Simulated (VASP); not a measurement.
# H in VASP: notebook

The runs below take H through relaxation of the atoms, single point, with PBE+D3(BJ), PBE, RPBE.

All numbers are computed with VASP 6.6.1; they aren't measurements. Logs are shortened: lines on timing, memory, paths and dates and some standing lists are left out, and cuts for length are marked.

## (1) The molecule as given

The cell holds a molecule in a box, 1 atom: a = 10.500 Å, b = 11.000 Å, c = 11.500 Å, α = 90.00°, β = 90.00°, γ = 90.00°.

## (2) Relaxation of the atoms, PBE+D3(BJ), collinear spin, ferromagnetic start

File INCAR:

```
  PREC = Accurate
  ENCUT = 400
  EDIFF = 1E-7
  ISMEAR = 0
  SIGMA = 0.01
  LREAL = False
  LASPH = True
  NELM = 60
  ALGO = Normal
  ISIF = 2
  LWAVE = False
  LCHARG = False
  ISPIN = 2
  MAGMOM = 1.1
  LORBIT = 11
  NUPDOWN = 1
  GGA = PE
  IVDW = 12
  IBRION = 2
  NSW = 120
  EDIFFG = -0.03
  ISYM = 0
```

File KPOINTS:

```
Automatic mesh
0
Gamma
  1 1 1
```

File POSCAR:

```
H
1.0
   10.5000000000      0.0000000000      0.0000000000
    0.0000000000     11.0000000000      0.0000000000
    0.0000000000      0.0000000000     11.5000000000
H
1
Selective dynamics
Direct
    0.5000000000      0.5045454545      0.5000000000  F F F
```

Potentials or basis: VASP PAW PBE potentials, release 64 (H).

The run is started by

```bash
cat potpaw_PBE.64/H/POTCAR > POTCAR
mpirun -np 4 vasp_gam > vasp.out
```

OUTCAR:

```text
PREC = Accurate
   ENCUT = 400
   EDIFF = 1E-7
   ISMEAR = 0
   LREAL = False
   LASPH = True
   NELM = 60
   ISIF = 2
   ISPIN = 2
   LORBIT = 11
   NUPDOWN = 1
   GGA = PE
   IVDW = 12
   IBRION = 2
   NSW = 120
   EDIFFG = -0.03
   ISYM = 0
 IVDW          = 12

 ion  position               nearest neighbor table
   1  0.500  0.505  0.500-

IMPORTANT INFORMATION: All symmetrisations will be switched off!
NOSYMM: (Re-)initialisation of all symmetry stuff for point group C_1.

----------------------------------------------------------------------------------------

                                     Primitive cell

  volume of cell :    1328.2500

  direct lattice vectors                    reciprocal lattice vectors
    10.500000000  0.000000000  0.000000000     0.095238095  0.000000000  0.000000000
     0.000000000 11.000000000  0.000000000     0.000000000  0.090909091  0.000000000
     0.000000000  0.000000000 11.500000000     0.000000000  0.000000000  0.086956522

  length of vectors
    10.500000000 11.000000000 11.500000000     0.095238095  0.090909091  0.086956522

  position of ions in fractional coordinates (direct lattice)
     0.500000000  0.504545454  0.500000000

  ion indices of the primitive-cell ions
   primitive index   ion index
                 1           1

----------------------------------------------------------------------------------------

 KPOINTS: Automatic mesh

Automatic generation of k-mesh.
 Grid dimensions read from file:
 generate k-points for:    1    1    1

 Generating k-lattice:

  Cartesian coordinates                     Fractional coordinates (reciprocal lattice)
     0.095238095  0.000000000  0.000000000     1.000000000  0.000000000  0.000000000
     0.000000000  0.090909091  0.000000000     0.000000000  1.000000000  0.000000000
     0.000000000  0.000000000  0.086956522     0.000000000  0.000000000  1.000000000

  Length of vectors
     0.095238095  0.090909091  0.086956522

  Shift w.r.t. Gamma in fractional coordinates (k-lattice)
     0.000000000  0.000000000  0.000000000

 Subroutine IBZKPT returns following result:
 ===========================================

 Found      1 irreducible k-points:

 Following reciprocal coordinates:
            Coordinates               Weight
  0.000000  0.000000  0.000000      1.000000
   k-points           NKPTS =      1   k-points in BZ     NKDIM =      1   number of bands    NBANDS=      8
   number of dos      NEDOS =    301   number of ions     NIONS =      1
   total plane-waves  NPLWV = 403200
   dimension x,y,z NGX =    70 NGY =   72 NGZ =   80
   dimension x,y,z NGXF=   140 NGYF=  144 NGZF=  160
   ions per type =               1
   NGX,Y,Z   is equivalent  to a cutoff of  11.08, 10.88, 11.56 a.u.
   NGXF,Y,Z  is equivalent  to a cutoff of  22.17, 21.76, 23.13 a.u.
 SYSTEM =  unknown system
   PREC   = accura    normal or accurate (medium, high low for compatibility)
   ISTART =      0    job   : 0-new  1-cont  2-samecut
   ICHARG =      2    charge: 1-file 2-atom 10-const
   ISPIN  =      2    spin polarized calculation?
   LNONCOLLINEAR =      F non collinear calculations
   LSORBIT =      F    spin-orbit coupling
   LASPH  =      T    aspherical Exc in radial PAW
   ENCUT  =  400.0 eV  29.40 Ry    5.42 a.u.  17.12 17.94 18.75*2*pi/ulx,y,z
   NELM   =     60;   NELMIN=  2; NELMDL= -5     # of ELM steps
   EDIFF  = 0.1E-06   stopping-criterion for ELM
   LREAL  =      F    real-space projection
   EDIFFG = -.3E-01   stopping-criterion for IOM
   NSW    =    120    number of steps for IOM
   IBRION =      2    ionic relax: 0-MD 1-quasi-New 2-CG
   NFREE  =      1    steps in history (QN), initial steepest desc. (CG)
   ISIF   =      2    stress and relaxation
   ISYM   =      0    0-nonsym 1-usesym 2-fastsym
   POTIM  = 0.5000    time-step for ionic-motion
   TEBEG  =    0.0;   TEEND  =   0.0 temperature during run
   PSTRESS=    0.0 pullay stress
   NELECT =       1.0000    total number of electrons
   NUPDOWN=       1.0000    fix difference up-down
   EMIN   =  10.00;   EMAX   =-10.00  energy-range for DOS
   EFERMI =   0.00;   METHOD = LEGACY
   ISMEAR =     0;   SIGMA  =   0.01  broadening in eV -4-tet -1-fermi 0-gaus
   EFERMI_NEDOS =   21; number of points for ismear=-14 and -15
   IALGO  =     38    algorithm
   IMIX   =      4    mixing-type and parameters
     AMIX     =   0.40;   BMIX     =  1.00
     AMIX_MAG =   1.60;   BMIX_MAG =  1.00
  volume/ion in A,a.u.               =    1328.25      8963.47
  Fermi-wavevector in a.u.,A,eV,Ry     =   0.148930  0.281436  0.301778  0.022180
  Thomas-Fermi vector in A             =   0.822895
   LORBIT       =     11    0 simple, 1 ext, 2 COOP (PROOUT), +10 PAW based schemes
   GGA     = PE    functional components
   LHFCALC =     F    Hartree Fock is set to
   AEXX    =    0.0000 exact exchange contribution
   IVDW    =    12    specifies the selected vdW correction
   LEPSILON=     F    determine dielectric tensor
   LRPA    =     F    only Hartree local field effects (RPA)
 conjugate gradient relaxation of ions
 spin polarized calculation
 Gauss-broadening in eV      SIGMA  =   0.01
  energy-cutoff  :      400.00
  volume of cell :     1328.25
 maximum number of plane-waves:     12033
 NGX is ok and might be reduce to    70
   NGX = 35   NGY = 35   NGZ = 37

 number of electron       1.0000001 magnetization       1.0000003

 Free energy of the ion-electron system (eV)
  ---------------------------------------------------
  ext. energy  EPLUGINS =         0.00000000
  ---------------------------------------------------
  free energy    TOTEN  =        -1.11571986 eV

  energy without entropy =       -1.11571986  energy(sigma->0) =       -1.11571986

 E-fermi :  -8.0888     XC(G=0):  -0.1164

 val. band max:       -7.5709745455   @ k =   0.0000   0.0000   0.0000
 cond. band min:      -0.2105417842   @ k =   0.0000   0.0000   0.0000
 fundamental gap:      7.3604327613
 Fermi energy:        -7.5118610529

 spin component 1

 k-point     1 :       0.0000    0.0000    0.0000
  band No.  band energies     occupation
      1      -7.5710      1.00000
      2      -0.2105      0.00000
      3       0.5721      0.00000
      4       0.6348      0.00000
      5       0.7075      0.00000
      6       0.9701      0.00000
      7       1.0763      0.00000
      8       1.1927      0.00000
 Fermi energy:        -8.0888420440

 spin component 2

 k-point     1 :       0.0000    0.0000    0.0000
  band No.  band energies     occupation
      1       0.0566      0.00000
      2       1.1718      0.00000
      3       1.1827      0.00000
      4       1.2779      0.00000
      5       1.3073      0.00000
      6       1.4007      0.00000
      7       1.4933      0.00000
      8       2.4200      0.00000

------------------------ aborting loop because EDIFF is reached ----------------------------------------

 Edisp (eV)   -0.00001

 E8    (eV) :    -0.0000

  FORCE on cell =-STRESS in cart. coord.  units (eV):
  Direction    XX          YY          ZZ          XY          YZ          ZX
  --------------------------------------------------------------------------------------
  -------------------------------------------------------------------------------------
  Total      -0.04600    -0.04608    -0.04601    -0.00000    -0.00000    -0.00000
  in kB      -0.05549    -0.05558    -0.05549    -0.00000    -0.00000    -0.00000
  external pressure =       -0.06 kB  Pullay stress =        0.00 kB

 VOLUME and BASIS-vectors are now :
 -----------------------------------------------------------------------------
  energy-cutoff  :      400.00
  volume of cell :     1328.25
      direct lattice vectors                 reciprocal lattice vectors
    10.500000000  0.000000000  0.000000000     0.095238095  0.000000000  0.000000000
     0.000000000 11.000000000  0.000000000     0.000000000  0.090909091  0.000000000
     0.000000000  0.000000000 11.500000000     0.000000000  0.000000000  0.086956522

 POSITION                                       TOTAL-FORCE (eV/Angst)
 -----------------------------------------------------------------------------------
      5.25000      5.55000      5.75000         0.000000     -0.000164      0.000000
 -----------------------------------------------------------------------------------
    total drift:                                0.000000     -0.000164      0.000000

  FREE ENERGIE OF THE ION-ELECTRON SYSTEM (eV)
  ---------------------------------------------------
  free  energy   TOTEN  =        -1.1157307136 eV

  energy  without entropy=       -1.1157307136  energy(sigma->0) =       -1.11573071

 reached required accuracy - stopping structural energy minimisation

 total charge

# of ion       s       p       d       tot
------------------------------------------
    1        0.381   0.000   0.000   0.381

 magnetization (x)

# of ion       s       p       d       tot
------------------------------------------
    1        0.381   0.000   0.000   0.381
```

Run time: 29 s. Hardware: 4 MPI ranks of Intel Xeon 6975P-C (Granite Rapids), shared host; peak memory 0.36 GiB.

What came out:

| Item | Value |
| --- | --- |
| Free energy | -1.1157 eV |
| Net moment | 1.00 μB per cell |
| Site moments | H +0.38 μB |
| Valence electrons inside the program's atomic spheres | H 0.38 |
| Dispersion energy per atom | 0.000 eV |

Final structure:
```
H
1.0
    10.50000    0.00000    0.00000
     0.00000   11.00000    0.00000
     0.00000    0.00000   11.50000
H
1
Direct
  0.50000 0.50455 0.50000
```

Caveat: the relaxation stopped at its first step, so nothing moved; the total moment is fixed, so each spin has its own Fermi level.

## (3) Single point, PBE, collinear spin, ferromagnetic start

File INCAR:

```
SYSTEM = H
  ALGO = Normal
  EDIFF = 1E-7
  ENCUT = 400
  GGA = PE
  ISIF = 2
  ISMEAR = 0
  ISPIN = 2
  ISYM = 0
  LASPH = .True.
  LCHARG = .False.
  LORBIT = 11
  LREAL = .False.
  LWAVE = .False.
  MAGMOM = 1.1
  NELM = 60
  NUPDOWN = 1
  PREC = Accurate
  SIGMA = 0.01
```

File KPOINTS:

```
k-points
0
Gamma
  1 1 1
  0 0 0
```

File POSCAR:

```
H                                       
1.0
   10.5000000000      0.0000000000      0.0000000000
    0.0000000000     11.0000000000      0.0000000000
    0.0000000000      0.0000000000     11.5000000000
  H             
     1
Selective dynamics
Direct
     0.5000000000000000    0.5045454544999970    0.5000000000000000   F   F   F
```

Potentials or basis: VASP PAW PBE potentials, release 64 (H).

The run is started by

```bash
cat potpaw_PBE.64/H/POTCAR > POTCAR
mpirun -np 4 vasp_gam > vasp.out
```

It took 23 s on 4 MPI ranks of Intel Xeon 6975P-C (Granite Rapids), shared host; peak memory 0.36 GiB.

The run converged. Its results:

| Property | Result |
| --- | --- |
| Free energy | -1.1157 eV |
| Net moment | 1.00 μB per cell |
| Site moments | H +0.38 μB |
| Valence electrons inside the program's atomic spheres | H 0.38 |

Caveat: the total moment is fixed, so each spin has its own Fermi level.

## (4) Single point, RPBE, collinear spin, ferromagnetic start

Changes to INCAR since step 3:

```diff
@@ -4,3 +4,3 @@
   ENCUT = 400
-  GGA = PE
+  GGA = RP
   ISIF = 2
```

KPOINTS is that of step 3.

POSCAR is that of step 3.

The run is started by

```bash
cat potpaw_PBE.64/H/POTCAR > POTCAR
mpirun -np 4 vasp_gam > vasp.out
```

It took 26 s on 4 MPI ranks of Intel Xeon 6975P-C (Granite Rapids), shared host; peak memory 0.35 GiB.

It converged, with:

| Item | Value |
| --- | --- |
| Free energy | -1.2048 eV |
| Net moment | 1.00 μB per cell |
| Site moments | H +0.38 μB |
| Valence electrons inside the program's atomic spheres | H 0.38 |

Caveat: the PAW data sets were made with another functional, which shifts forces and pressure a little; the total moment is fixed, so each spin has its own Fermi level.

## (5) Overview

| task | level | cell | atoms held fixed (from 0) | moment (μB) |
| --- | --- | --- | --- | --- |
| relaxation of the atoms | PBE+D3(BJ) | atoms relaxed | [0] | 1.00 |
| single point | PBE | as given | - | 1.00 |
| single point | RPBE | as given | - | 1.00 |

Alike in all rows: potentials or basis VASP PAW PBE potentials, release 64 (H); spin collinear, ferromagnetic start; fixed moment (μB) 1; k mesh 1 × 1 × 1; cutoff (eV) 400; smearing gaussian 0.01 eV.

Caveats: the total moment is fixed, so each spin has its own Fermi level; the relaxation stopped at its first step, so nothing moved (some runs); the PAW data sets were made with another functional, which shifts forces and pressure a little (some runs).

Absolute energies hang on the potentials; compare differences alone.
